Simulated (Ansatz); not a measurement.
**SrO: frozen-core PAW against all-electron methods**

```
CELL_PARAMETERS angstrom
0.00000 2.59550 2.56980
2.59550 0.00000 2.56980
2.59550 2.59550 0.00000
ATOMIC_POSITIONS crystal
Sr 0.00000 0.00000 0.00000
O 0.50000 0.50000 0.50000
```

Atoms are numbered in the order listed.

The conventional cell has a = 3.671 Å, b = 3.671 Å, c = 5.140 Å, α = 90.00°, β = 90.00°, γ = 90.00°. Around Sr (atom 1) lie 6 O at 2.57 to 2.60 Å. O (atom 2) has 6 Sr at 2.57 to 2.60 Å as nearest neighbours.

The cell is COD entry 1100027, as deposited and not checked against the literature; nothing was relaxed. It is an old determination, and later ones may differ. The listed cell was then made from it by scaling, straining or moving an atom.

Methods: DFT, PBE, PAW with Ansatz's default frozen-core files, scalar-relativistic (Ansatz 0.2.0); DFT, PBE, all-electron PAW with datasets made for the crystal, scalar-relativistic (Ansatz 0.2.0); DFT, PBE, all-electron LAPW, scalar-relativistic (Ansatz 0.2.0).

For PAW: a Γ-centred 8×8×8 k mesh, Fermi–Dirac smearing of 0.02 eV, cutoff 420 eV, no spin polarisation. The crystal-made all-electron datasets (AE datasets) take a cutoff of 300 eV at this cell. LAPW targets a basis error of 0.25 meV/atom. The Ansatz runs share mesh, smearing and spin set-up. Plane-wave (PAW) pressures include the program's estimate of the Pulay term.

Stress and pressure are positive in compression.

The change that made this cell: equal xx and yy strain of +1 %.

No spin–orbit coupling: at heavy atoms the gradients can be off by tens of per cent for that reason.

```tsv
quantity	PAW	AE datasets	LAPW
pressure (GPa)	1.09	1.09	1.08
stress xx (GPa)	0.67	0.67	0.67
stress zz (GPa)	1.91	1.91	1.91
band gap (eV)	3.275	3.274	3.274
field gradient Vzz at Sr1 (10²¹ V/m²)	-1.01	-0.99	–
field gradient Vzz at O2 (10²¹ V/m²)	-0.32	-0.32	–
```

PAW's pressure differs from the LAPW value by about 0.01 GPa or less. Datasets made for the crystal and LAPW share parts of one code, so their agreement isn't an independent check.
